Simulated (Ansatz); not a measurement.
# Ir(110) / 3 layers Pt(110) / Ir(110): resistance against film thickness, part 2 of 2

Aim: what a thin film of another metal adds to the resistance, first Ir(110) / 3 layers Pt(110) / Ir(110).

Ansatz 0.2.0; Ansatz plane-wave DFT, PBEsol, PAW files; ballistic transport by layer matching (Landauer), zero bias.

So far. Step 2 (With 3 layers): The lead's potential steps by 17 meV from period to period, small in itself. The program estimates the junction's conductance to 3.7 % from the k-mesh, 0 % from the leads' distance from neutral and 5.2 % from their steps.

### 3. With 5 layers, film layers 5

The stack now holds 5 film layers; the k-mesh follows the cell, and the energies span -0.27 to 0.27 eV.

System of this step: Ir(110) / 5 layers Pt(110) / Ir(110). The cell holds 17 atoms: 12 Ir and 5 Pt. Its edges and angles: a = 2.715 Å, b = 3.839 Å, c = 23.640 Å, α = 85.3°, β = 86.7°, γ = 90.0°. It derives from Ir and Pt. Regions: lead, 12 atoms (12 Ir); films, 5 atoms (5 Pt). The structure is stacked along c, and the current runs across the ab planes.

input.yaml

```yaml
crystal:
  lattice:
    - [2.7148657757, 0.0, 0.0]
    - [0.0, 3.8394, 0.0]
    - [1.3574328878, 1.9197, 23.5227967627]
  atoms:
    - { symbol: Ir, position: [0.9855732197, 0.9855732197, 0.0288535607] }
    - { symbol: Ir, position: [0.456719659, 0.456719659, 0.0865606821] }
    - { symbol: Ir, position: [0.9278660983, 0.9278660983, 0.1442678034] }
    - { symbol: Ir, position: [0.3990125376, 0.3990125376, 0.2019749248] }
    - { symbol: Ir, position: [0.8701589769, 0.8701589769, 0.2596820462] }
    - { symbol: Ir, position: [0.3413054162, 0.3413054162, 0.3173891676] }
    - { symbol: Pt, position: [0.8115029087, 0.8115029087, 0.3769941826] }
    - { symbol: Pt, position: [0.2807514544, 0.2807514544, 0.4384970913] }
    - { symbol: Pt, position: [0.75, 0.75, 0.5] }
    - { symbol: Pt, position: [0.2192485456, 0.2192485456, 0.5615029087] }
    - { symbol: Pt, position: [0.6884970913, 0.6884970913, 0.6230058174] }
    - { symbol: Ir, position: [0.1586945838, 0.1586945838, 0.6826108324] }
    - { symbol: Ir, position: [0.6298410231, 0.6298410231, 0.7403179538] }
    - { symbol: Ir, position: [0.1009874624, 0.1009874624, 0.7980250752] }
    - { symbol: Ir, position: [0.5721339017, 0.5721339017, 0.8557321966] }
    - { symbol: Ir, position: [0.043280341, 0.043280341, 0.9134393179] }
    - { symbol: Ir, position: [0.5144267803, 0.5144267803, 0.9711464393] }
kpoints:
  mp_grid: { grid: [14, 10, 2] }
hamiltonian:
  xc: pbesol
scf:
  occupations: { method: fermi_dirac, width: 0.1 }
output:
  transmission:
    leads: [[0, 1]]
    kmesh: [26, 20]
    e_range: [-0.27, 0.27]
    de: 0.036
  write_potential: true
  write_density: true
  volumetric_format: npy
```

On the command line:

```
ansatz run input.yaml --threads 4 --pin off --max-ram 8192MiB --backend cpu --events-out ev --progress --plain --runs-dir out
```

Numbers of over 12 decimals in the logs are rounded to 6 here.

The log of the run:

```text
[...]
Crystal: 17 atoms, lattice volume = 245.189 Å³
Basis set: ecut = 420 eV, 4813 PW (Γ)
Bands: 177, of which v1, the nominal top of the filled ones, is band 147 counted from 1 (146 counted from 0)
Symmetry: 2 space group operations
k-points: 144 of 280
[...]
--- Transmission ---
  basis      : 93 plane waves across, 49 finite elements along
  points     : 262, standing for a mesh of 26 x 20
[...]
filled         : 7.7 meV under the level at which it is neutral
    channels       : 2.757692e0 a spin
[...]
slowest decay  : 0.0275 /Å at (0.5000, 0.2500)
  junction   : crystal 0 to crystal 0, -0.00 to 20.81 Å
    transmission   : 1.525010e0 a spin
[...]
resistance     : 3.8731e-4 Ω µm² beyond half of each lead's own
[key lines of the parts left out:]
SCF converged after 8 iterations
Free energy (F): -203507.598775 eV
Fermi energy:    24.916989 eV
```

Wall time 7.1 min (4 threads of Arm Neoverse V2, shared host); peak memory 4 GiB.

This step gave:

* free energy: -203507.5988 eV
* energy at zero smearing: -203507.2946 eV
* Fermi energy: 24.92 eV
* step of the lead's potential: 11.5 meV
* conductance of the junction: 1.14e15 S/m²
* junction conductance per cell: 1.533 G₀
* estimated errors of the junction's conductance: 0.1, 0, 4.2, 4.1, 0.3 % (energy step, band edges, k-mesh, leads' steps, distance from neutral)
* area resistance that the stack adds (contact term taken off, spin by spin): 0.3873 fΩ m²

Per spin. The transmission, zone mean by energy, zero at the Fermi level:

| energy (eV) | transmission, zone mean |
| --- | --- |
| -0.270 | 1.66 |
| -0.234 | 1.63 |
| -0.198 | 1.61 |
| -0.162 | 1.59 |
| -0.126 | 1.58 |
| -0.090 | 1.56 |
| -0.054 | 1.57 |
| -0.018 | 1.56 |
| 0.018 | 1.53 |
| 0.054 | 1.50 |
| 0.090 | 1.46 |
| 0.126 | 1.44 |
| 0.162 | 1.41 |
| 0.198 | 1.38 |
| 0.234 | 1.40 |
| 0.270 | 1.39 |

The conductance of the junction is 1.1e15 S/m², 8.4 % under the 1.2e15 S/m² of the last finished run.

### 4. With 6 layers, k-mesh 14×10×1, film layers 6

The stack now holds 6 film layers; the k-mesh follows the cell, and the energies span -0.27 to 0.27 eV.

System of this step: Ir(110) / 6 layers Pt(110) / Ir(110). The cell holds 18 atoms: 12 Ir and 6 Pt. Its edges and angles: a = 2.715 Å, b = 3.839 Å, c = 24.970 Å, α = 90.0°, β = 90.0°, γ = 90.0°. It derives from Ir and Pt. Regions: lead, 12 atoms (12 Ir); films, 6 atoms (6 Pt). The structure is stacked along c, and the current runs across the ab planes.

input.yaml

```yaml
crystal:
  lattice:
    - [2.7148657757, 0.0, 0.0]
    - [0.0, 3.8394, 0.0]
    - [0.0, 0.0, 24.9695171845]
  atoms:
    - { symbol: Ir, position: [0.0, 0.0, 0.0271818009] }
    - { symbol: Ir, position: [0.5, 0.5, 0.0815454026] }
    - { symbol: Ir, position: [0.0, 0.0, 0.1359090043] }
    - { symbol: Ir, position: [0.5, 0.5, 0.1902726061] }
    - { symbol: Ir, position: [0.0, 0.0, 0.2446362078] }
    - { symbol: Ir, position: [0.5, 0.5, 0.2989998096] }
    - { symbol: Pt, position: [0.0, 0.0, 0.355151342] }
    - { symbol: Pt, position: [0.5, 0.5, 0.4130908052] }
    - { symbol: Pt, position: [0.0, 0.0, 0.4710302684] }
    - { symbol: Pt, position: [0.5, 0.5, 0.5289697316] }
    - { symbol: Pt, position: [0.0, 0.0, 0.5869091948] }
    - { symbol: Pt, position: [0.5, 0.5, 0.644848658] }
    - { symbol: Ir, position: [0.0, 0.0, 0.7010001904] }
    - { symbol: Ir, position: [0.5, 0.5, 0.7553637922] }
    - { symbol: Ir, position: [0.0, 0.0, 0.8097273939] }
    - { symbol: Ir, position: [0.5, 0.5, 0.8640909957] }
    - { symbol: Ir, position: [0.0, 0.0, 0.9184545974] }
    - { symbol: Ir, position: [0.5, 0.5, 0.9728181991] }
kpoints:
  mp_grid: { grid: [14, 10, 1] }
hamiltonian:
  xc: pbesol
scf:
  occupations: { method: fermi_dirac, width: 0.1 }
output:
  transmission:
    leads: [[0, 1]]
    kmesh: [26, 20]
    e_range: [-0.27, 0.27]
    de: 0.036
  write_potential: true
  write_density: true
  volumetric_format: npy
```

The log of the run:

```text
[...]
Crystal: 18 atoms, lattice volume = 260.269 Å³
Basis set: ecut = 420 eV, 5099 PW (Γ)
Bands: 188, of which v1, the nominal top of the filled ones, is band 156 counted from 1 (155 counted from 0)
Symmetry: 8 space group operations
[...]
k-points: 48 of 140
[...]
--- Transmission ---
  basis      : 93 plane waves across, 51 finite elements along
  points     : 154, standing for a mesh of 26 x 20
[...]
filled         : 14.0 meV under the level at which it is neutral
    channels       : 2.765385e0 a spin
[...]
slowest decay  : 0.0363 /Å at (0.5000, 0.2500)
  junction   : crystal 0 to crystal 0, -0.00 to 22.25 Å
    transmission   : 1.455267e0 a spin
[...]
resistance     : 4.2895e-4 Ω µm² beyond half of each lead's own
[key lines of the parts left out:]
SCF converged after 9 iterations
Free energy (F): -215891.500694 eV
Fermi energy:    24.814151 eV
```

The job ended after 4.1 min (4 threads; peak memory 2.1 GiB; 15 min of CPU time).

This step gave:

* free energy: -215891.5007 eV
* energy at zero smearing: -215891.1747 eV
* Fermi energy: 24.81 eV
* step of the lead's potential: 12.3 meV
* estimated errors of the lead's conductance: 0, 4.4, 0.3 % (band edges, k-mesh, distance from neutral)
* lead conductance per cell: 2.739 G₀
* conductance of the junction: 1.09e15 S/m²
* junction conductance per cell: 1.462 G₀
* estimated errors of the junction's conductance: 0.1, 0.4, 4.5, 4.8, 0.7 % (energy step, band edges, k-mesh, leads' steps, distance from neutral)
* area resistance that the stack adds (contact term taken off, spin by spin): 0.4289 fΩ m²

Per spin. Transmission, zone mean against energy, zero at the Fermi level:

| energy (eV) | transmission, zone mean |
| --- | --- |
| -0.270 | 1.61 |
| -0.234 | 1.59 |
| -0.198 | 1.57 |
| -0.162 | 1.56 |
| -0.126 | 1.54 |
| -0.090 | 1.52 |
| -0.054 | 1.49 |
| -0.018 | 1.48 |
| 0.018 | 1.46 |
| 0.054 | 1.43 |
| 0.090 | 1.40 |
| 0.126 | 1.37 |
| 0.162 | 1.31 |
| 0.198 | 1.31 |
| 0.234 | 1.31 |
| 0.270 | 1.28 |

The conductance of the junction is 1.1e15 S/m², 4.6 % under the 1.1e15 S/m² of the last finished run, no more than the error estimates, leads' steps apart, of 4.2 and 4.5 % together.

### 5. With 8 layers, k-mesh 14×10×1, film layers 8

The stack now holds 8 film layers; the k-mesh follows the cell, and the energies span -0.27 to 0.27 eV.

System of this step: Ir(110) / 8 layers Pt(110) / Ir(110). The cell holds 20 atoms: 12 Ir and 8 Pt. Cell: a = 2.715 Å, b = 3.839 Å, c = 27.863 Å, α = 90.0°, β = 90.0°, γ = 90.0°. It derives from Ir and Pt. Regions: lead, 12 atoms (12 Ir); films, 8 atoms (8 Pt). The structure is stacked along c, and the current runs across the ab planes.

input.yaml

```yaml
crystal:
  lattice:
    - [2.7148657757, 0.0, 0.0]
    - [0.0, 3.8394, 0.0]
    - [0.0, 0.0, 27.8629580279]
  atoms:
    - { symbol: Ir, position: [0.0, 0.0, 0.0243590951] }
    - { symbol: Ir, position: [0.5, 0.5, 0.0730772853] }
    - { symbol: Ir, position: [0.0, 0.0, 0.1217954754] }
    - { symbol: Ir, position: [0.5, 0.5, 0.1705136656] }
    - { symbol: Ir, position: [0.0, 0.0, 0.2192318558] }
    - { symbol: Ir, position: [0.5, 0.5, 0.2679500459] }
    - { symbol: Pt, position: [0.0, 0.0, 0.3182704984] }
    - { symbol: Pt, position: [0.5, 0.5, 0.3701932131] }
    - { symbol: Pt, position: [0.0, 0.0, 0.4221159279] }
    - { symbol: Pt, position: [0.5, 0.5, 0.4740386426] }
    - { symbol: Pt, position: [0.0, 0.0, 0.5259613574] }
    - { symbol: Pt, position: [0.5, 0.5, 0.5778840721] }
    - { symbol: Pt, position: [0.0, 0.0, 0.6298067869] }
    - { symbol: Pt, position: [0.5, 0.5, 0.6817295016] }
    - { symbol: Ir, position: [0.0, 0.0, 0.7320499541] }
    - { symbol: Ir, position: [0.5, 0.5, 0.7807681442] }
    - { symbol: Ir, position: [0.0, 0.0, 0.8294863344] }
    - { symbol: Ir, position: [0.5, 0.5, 0.8782045246] }
    - { symbol: Ir, position: [0.0, 0.0, 0.9269227147] }
    - { symbol: Ir, position: [0.5, 0.5, 0.9756409049] }
kpoints:
  mp_grid: { grid: [14, 10, 1] }
hamiltonian:
  xc: pbesol
scf:
  occupations: { method: fermi_dirac, width: 0.1 }
output:
  transmission:
    leads: [[0, 1]]
    kmesh: [26, 20]
    e_range: [-0.27, 0.27]
    de: 0.036
  write_potential: true
  write_density: true
  volumetric_format: npy
```

The log of the run:

```text
[...]
Crystal: 20 atoms, lattice volume = 290.428 Å³
Basis set: ecut = 420 eV, 5697 PW (Γ)
Bands: 209, of which v1, the nominal top of the filled ones, is band 174 counted from 1 (173 counted from 0)
Symmetry: 8 space group operations
[...]
k-points: 48 of 140
[...]
--- Transmission ---
  basis      : 93 plane waves across, 56 finite elements along
  points     : 154, standing for a mesh of 26 x 20
[...]
filled         : 5.7 meV under the level at which it is neutral
    channels       : 2.757692e0 a spin
[...]
slowest decay  : 0.0238 /Å at (0.5000, 0.2500)
  junction   : crystal 0 to crystal 0, 0.00 to 25.15 Å
    transmission   : 1.426969e0 a spin
[...]
resistance     : 4.5690e-4 Ω µm² beyond half of each lead's own
[key lines of the parts left out:]
SCF converged after 8 iterations
Free energy (F): -240659.088209 eV
Fermi energy:    24.655422 eV
```

The job ended after 4.6 min (4 threads; peak memory 2.7 GiB; 16 min of CPU time).

This step gave:

| Item | Value |
| --- | --- |
| free energy | -240659.0882 eV |
| energy at zero smearing | -240658.7073 eV |
| Fermi energy | 24.66 eV |
| step of the lead's potential | 11.9 meV |
| estimated errors of the lead's conductance | 0, 4.4, 0.1 % (band edges, k-mesh, distance from neutral) |
| lead conductance per cell | 2.745 G₀ |
| conductance of the junction | 1.06e15 S/m² |
| junction conductance per cell | 1.421 G₀ |
| estimated errors of the junction's conductance | 0.1, 0, 5.1, 64.8, 0.1 % (energy step, band edges, k-mesh, leads' steps, distance from neutral) |
| area resistance that the stack adds (contact term taken off, spin by spin) | 0.4569 fΩ m² |

Per spin. Table of transmission, zone mean by energy, zero at the Fermi level:

| energy (eV) | transmission, zone mean |
| --- | --- |
| -0.270 | 1.54 |
| -0.234 | 1.51 |
| -0.198 | 1.49 |
| -0.162 | 1.48 |
| -0.126 | 1.45 |
| -0.090 | 1.43 |
| -0.054 | 1.42 |
| -0.018 | 1.43 |
| 0.018 | 1.43 |
| 0.054 | 1.41 |
| 0.090 | 1.38 |
| 0.126 | 1.36 |
| 0.162 | 1.29 |
| 0.198 | 1.27 |
| 0.234 | 1.26 |
| 0.270 | 1.23 |

The conductance of the junction is 1.1e15 S/m², 2.8 % under the 1.1e15 S/m² of the last finished run, within the error estimates, leads' steps apart, of 4.5 and 5.1 %. The estimate from the leads' steps, 65 %, is larger still.

### 6. With 10 layers, k-mesh 14×10×1, film layers 10

The stack now holds 10 film layers; the k-mesh follows the cell, and the energies span -0.27 to 0.27 eV.

System of this step: Ir(110) / 10 layers Pt(110) / Ir(110). The cell holds 22 atoms: 12 Ir and 10 Pt. Cell: a = 2.715 Å, b = 3.839 Å, c = 30.756 Å, α = 90.0°, β = 90.0°, γ = 90.0°. It derives from Ir and Pt. Regions: lead, 12 atoms (12 Ir); films, 10 atoms (10 Pt). The structure is stacked along c, and the current runs across the ab planes.

input.yaml

```yaml
crystal:
  lattice:
    - [2.7148657757, 0.0, 0.0]
    - [0.0, 3.8394, 0.0]
    - [0.0, 0.0, 30.7563988714]
  atoms:
    - { symbol: Ir, position: [0.0, 0.0, 0.0220674874] }
    - { symbol: Ir, position: [0.5, 0.5, 0.0662024621] }
    - { symbol: Ir, position: [0.0, 0.0, 0.1103374369] }
    - { symbol: Ir, position: [0.5, 0.5, 0.1544724117] }
    - { symbol: Ir, position: [0.0, 0.0, 0.1986073864] }
    - { symbol: Ir, position: [0.5, 0.5, 0.2427423612] }
    - { symbol: Pt, position: [0.0, 0.0, 0.2883288637] }
    - { symbol: Pt, position: [0.5, 0.5, 0.335366894] }
    - { symbol: Pt, position: [0.0, 0.0, 0.3824049243] }
    - { symbol: Pt, position: [0.5, 0.5, 0.4294429546] }
    - { symbol: Pt, position: [0.0, 0.0, 0.4764809849] }
    - { symbol: Pt, position: [0.5, 0.5, 0.5235190151] }
    - { symbol: Pt, position: [0.0, 0.0, 0.5705570454] }
    - { symbol: Pt, position: [0.5, 0.5, 0.6175950757] }
    - { symbol: Pt, position: [0.0, 0.0, 0.664633106] }
    - { symbol: Pt, position: [0.5, 0.5, 0.7116711363] }
    - { symbol: Ir, position: [0.0, 0.0, 0.7572576388] }
    - { symbol: Ir, position: [0.5, 0.5, 0.8013926136] }
    - { symbol: Ir, position: [0.0, 0.0, 0.8455275883] }
    - { symbol: Ir, position: [0.5, 0.5, 0.8896625631] }
    - { symbol: Ir, position: [0.0, 0.0, 0.9337975379] }
    - { symbol: Ir, position: [0.5, 0.5, 0.9779325126] }
kpoints:
  mp_grid: { grid: [14, 10, 1] }
hamiltonian:
  xc: pbesol
scf:
  occupations: { method: fermi_dirac, width: 0.1 }
output:
  transmission:
    leads: [[0, 1]]
    kmesh: [26, 20]
    e_range: [-0.27, 0.27]
    de: 0.036
  write_potential: true
  write_density: true
  volumetric_format: npy
```

The log of the run:

```text
[...]
Crystal: 22 atoms, lattice volume = 320.588 Å³
Basis set: ecut = 420 eV, 6311 PW (Γ)
Bands: 231, of which v1, the nominal top of the filled ones, is band 192 counted from 1 (191 counted from 0)
Symmetry: 8 space group operations
[...]
k-points: 48 of 140
[...]
--- Transmission ---
  basis      : 93 plane waves across, 65 finite elements along
  points     : 154, standing for a mesh of 26 x 20
[...]
filled         : 11.2 meV under the level at which it is neutral
    channels       : 2.765385e0 a spin
[...]
slowest decay  : 0.0325 /Å at (0.5000, 0.2500)
  junction   : crystal 0 to crystal 0, 0.00 to 28.04 Å
    transmission   : 1.380822e0 a spin
[...]
resistance     : 4.8359e-4 Ω µm² beyond half of each lead's own
[key lines of the parts left out:]
SCF converged after 8 iterations
Free energy (F): -265426.795470 eV
Fermi energy:    24.517178 eV
```

Elapsed: 5.2 min, on 4 threads; peak memory 3.2 GiB.

This step gave:

```yaml
free_energy: -265426.7955 eV
energy_at_zero_smearing: -265426.3700 eV
fermi_energy: 24.52 eV
step_of_the_lead_s_potential: 12.8 meV
estimated_errors_of_the_lead_s_conductance: 0, 4.4, 0.3 % (band edges, k-mesh, distance from neutral)
lead_conductance_per_cell: 2.741 G₀
conductance_of_the_junction: 1.03e15 S/m²
junction_conductance_per_cell: 1.381 G₀
estimated_errors_of_the_junction_s_conductance: 0.2, 0.2, 4.7, 114.7, 0.2 % (energy step, band edges, k-mesh, leads' steps, distance from neutral)
area_resistance_that_the_stack_adds_contact_term_taken_off_spin_by_spin: 0.4836 fΩ m²
```

Per spin. The transmission, zone mean by energy, zero at the Fermi level:

| energy (eV) | transmission, zone mean |
| --- | --- |
| -0.270 | 1.53 |
| -0.234 | 1.49 |
| -0.198 | 1.45 |
| -0.162 | 1.46 |
| -0.126 | 1.45 |
| -0.090 | 1.41 |
| -0.054 | 1.38 |
| -0.018 | 1.39 |
| 0.018 | 1.38 |
| 0.054 | 1.36 |
| 0.090 | 1.34 |
| 0.126 | 1.30 |
| 0.162 | 1.29 |
| 0.198 | 1.25 |
| 0.234 | 1.23 |
| 0.270 | 1.18 |

The conductance of the junction is 1.0e15 S/m², 2.8 % under the 1.1e15 S/m² of the last finished run, within the error estimates, leads' steps apart, of 5.1 and 4.7 %. The estimate from the leads' steps, 115 %, is larger still.

### 7. Cost and result by level

Times are for 4 threads of Arm Neoverse V2, shared host. The series side by side:

| no. | film layers | area resistance that the stack adds (contact term taken off, spin by spin) (fΩ m²) | conductance of the junction (S/m²) | time | memory (GiB) |
| --- | --- | --- | --- | --- | --- |
| 1 | 3 | 0.3139 | 1.24e15 | 14 min | 3.2 |
| 2 | 5 | 0.3873 | 1.14e15 | 7.1 min | 4.0 |
| 3 | 6 | 0.4289 | 1.09e15 | 4.1 min | 2.1 |
| 4 | 8 | 0.4569 | 1.06e15 | 4.6 min | 2.7 |
| 5 | 10 | 0.4836 | 1.03e15 | 5.2 min | 3.2 |

### 8. With 5 layers

The same run once more with an input made wrong on purpose.

This step: Ansatz plane-wave DFT, PBEsol, PAW files; ballistic transport by layer matching (Landauer), zero bias; changed: output.transmission.temperature = 0.5, scf.max_iter = 50 (Ansatz 0.2.0).

System of this step: Ir(110) / 5 layers Pt(110) / Ir(110). The cell holds 17 atoms: 12 Ir and 5 Pt. Cell: a = 2.715 Å, b = 3.839 Å, c = 23.640 Å, α = 85.3°, β = 86.7°, γ = 90.0°. It derives from Ir and Pt. Regions: lead, 12 atoms (12 Ir); films, 5 atoms (5 Pt). The structure is stacked along c, and the current runs across the ab planes.

input.yaml

```yaml
crystal:
  lattice:
    - [2.7148657757, 0.0, 0.0]
    - [0.0, 3.8394, 0.0]
    - [1.3574328878, 1.9197, 23.5227967627]
  atoms:
    - { symbol: Ir, position: [0.9855732197, 0.9855732197, 0.0288535607] }
    - { symbol: Ir, position: [0.456719659, 0.456719659, 0.0865606821] }
    - { symbol: Ir, position: [0.9278660983, 0.9278660983, 0.1442678034] }
    - { symbol: Ir, position: [0.3990125376, 0.3990125376, 0.2019749248] }
    - { symbol: Ir, position: [0.8701589769, 0.8701589769, 0.2596820462] }
    - { symbol: Ir, position: [0.3413054162, 0.3413054162, 0.3173891676] }
    - { symbol: Pt, position: [0.8115029087, 0.8115029087, 0.3769941826] }
    - { symbol: Pt, position: [0.2807514544, 0.2807514544, 0.4384970913] }
    - { symbol: Pt, position: [0.75, 0.75, 0.5] }
    - { symbol: Pt, position: [0.2192485456, 0.2192485456, 0.5615029087] }
    - { symbol: Pt, position: [0.6884970913, 0.6884970913, 0.6230058174] }
    - { symbol: Ir, position: [0.1586945838, 0.1586945838, 0.6826108324] }
    - { symbol: Ir, position: [0.6298410231, 0.6298410231, 0.7403179538] }
    - { symbol: Ir, position: [0.1009874624, 0.1009874624, 0.7980250752] }
    - { symbol: Ir, position: [0.5721339017, 0.5721339017, 0.8557321966] }
    - { symbol: Ir, position: [0.043280341, 0.043280341, 0.9134393179] }
    - { symbol: Ir, position: [0.5144267803, 0.5144267803, 0.9711464393] }
kpoints:
  mp_grid: { grid: [14, 10, 2] }
hamiltonian:
  xc: pbesol
scf:
  occupations: { method: fermi_dirac, width: 0.1 }
  max_iter: 50
output:
  transmission:
    leads: [[0, 1]]
    kmesh: [26, 20]
    e_range: [-0.27, 0.27]
    de: 0.036
    temperature: 0.5
  write_potential: true
  write_density: true
  volumetric_format: npy
```

The log of the run:

```text
Error: invalid value for `output.transmission.temperature`: must be finite and ≥ 1.2; got 0.5 K
```

Run time: 0.11 s. Hardware: 4 threads; peak memory 0.092 GiB.

The input was rejected at the start.

The program's message: “Error: invalid value for `output.transmission.temperature`: must be finite and ≥ 1.2; got 0.5 K”

The change that led to it: output.transmission.temperature = 0.5.

### 9. Results

```
area resistance, 3 layers  : 0.314 fΩ m²
area resistance, 5 layers  : 0.387 fΩ m²
area resistance, 6 layers  : 0.429 fΩ m²
area resistance, 8 layers  : 0.457 fΩ m²
area resistance, 10 layers : 0.484 fΩ m²
```

**Reading.** The stack adds 0.31 fΩ m² with 3 layers and 0.48 fΩ m² with 10. From 5 to 10 layers it grows by 25 %, though no single step exceeds the two runs' error estimates together; nothing scatters inside a perfect film, so this is no ohmic growth. Atoms sit on ideal sites and aren't relaxed. Spin-orbit coupling is left out, which matters for Ir and Pt. The program's estimate of the error from the leads' steps alone runs to 115 %, although the steps are small; only longer leads would test it. Pt(110) is compressed by 2.1 % in plane to fit Ir(110), at its own atomic volume.

[Logs are printed without paths, hosts, clocks, repeated set-up lines and the standing remarks that a program may print on its own settings, such as how far it seeks lower states.]

[Hosts, paths, dates, database ids (printed as entryN), source tags and the programs' standing remarks are cut or masked in the printed files.]
